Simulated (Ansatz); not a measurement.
## Elastic constants of C (P6_3/mmc), step by step

```yaml
crystal:
  lattice:
    - [2.45886, 0.00000, 0.00000]
    - [-1.22943, 2.12944, 0.00000]
    - [0.00000, 0.00000, 7.24763]
  atoms:
    - { symbol: C, position: [0.00000, 0.00000, 0.00250] }
    - { symbol: C, position: [0.00000, 0.00000, 0.50250] }
    - { symbol: C, position: [0.33333, 0.66667, 0.00250] }
    - { symbol: C, position: [0.66667, 0.33333, 0.50250] }
```

The conventional cell has a = 2.459 Å, b = 2.459 Å, c = 7.248 Å, α = 90.00°, β = 90.00°, γ = 120.00°. C (atom 1) is surrounded by 3 C at 1.42 Å. C (atom 3) has 3 C at 1.42 Å as nearest neighbours.

Unless marked otherwise, the numbers come from PBEsol, all-electron LAPW in Ansatz 0.2.0, scalar-relativistic. k mesh 10×10×4, strains of ±0.005, fixed occupations, basis error target 0.5 meV/atom. The cell was relaxed by PAW under this functional, which moved its volume by +6 % from the database entry's. This phase needn't be the one found at ambient conditions.

The cell is hexagonal and carries a residual pressure of -0.06 GPa at this level. Each strain component that symmetry leaves independent is applied at ±0.005, the ions relax wherever a strain frees them, and the stress (tension positive, GPa) is read. Shears are engineering strains, γ = 2ε.

```csv
strain,size,σxx,σyy,σzz,σyz,σxz,σxy
xx,-0.005,-4.8586,-0.7688,-0.1075,0.0000,0.0000,0.0000
xx,+0.005,5.0174,1.0293,-0.1170,0.0000,0.0000,0.0000
zz,-0.005,0.1534,0.1534,-0.1623,0.0000,0.0000,0.0000
zz,+0.005,0.1413,0.1413,-0.0673,0.0000,0.0000,0.0000
yz,-0.005,0.1476,0.1504,-0.1128,-0.0106,0.0000,0.0000
yz,+0.005,0.1476,0.1504,-0.1128,0.0106,0.0000,0.0000
```

A central difference gives one constant, for example C11 ≈ (5.0174 − (-4.8586))/(0.01) = 987.6 GPa; the program then imposes the crystal's symmetry on the whole matrix.

Task: What are the independent elastic constants?

Result: C11 = 987.6, C12 = 179.8, C13 = -1.1, C33 = 9.5, C44 = 2.1 GPa.

Task: Is the crystal stable against homogeneous strain?

Result: The least eigenvalue of the 6×6 matrix is 2.1 GPa, so yes.

Task: What moduli does a random aggregate of grains have?

Result: Voigt and Reuss bounds: B from 9.3 to 260.0 and G from 4.6 to 202.1 GPa; their means are B = 134.7 and G = 103.3 GPa. Then E = 9BG/(3B + G) = 246.9 GPa, ν = (3B − 2G)/(6B + 2G) = 0.194 and B/G = 1.30, on the brittle side of Pugh's 1.75 (a rule of thumb, made for metals; it doesn't predict ductility here).

Task: With the density of 2.102 g/cm³, how fast does sound travel, and what Debye temperature follows?

Result: 

```tsv
direction	slow (m/s)	middle (m/s)	fast (m/s)
x	1003	13861	21674
y	1003	13861	21674
z	1003	1003	2126
```

The mean of v⁻³ over directions and branches gives v_m = 1848 m/s and θ_D = (ħ/k_B) v_m (6π²n)^(1/3) = 260 K, n being atoms per volume. Young's modulus spans 7 to 955 GPa over directions, and the universal anisotropy index is 242.61.

Task: How far do the constants move if PAW replaces LAPW in the same cell?

Result: 

| constant | LAPW (GPa) | PAW (GPa) | difference |
| --- | --- | --- | --- |
| C11 | 987.6 | 988.1 | 0.5 |
| C12 | 179.8 | 181.2 | 1.4 |
| C13 | -1.1 | -0.8 | 0.3 |
| C33 | 9.5 | 9.5 | 0.0 |
| C44 | 2.1 | 1.9 | -0.2 |

Keep in mind: no dispersion correction, so the spacing and stiffness between layers or molecules are poor; the frozen-core PAW files of the compared runs were fitted under PBE, their cores solved anew for this functional.
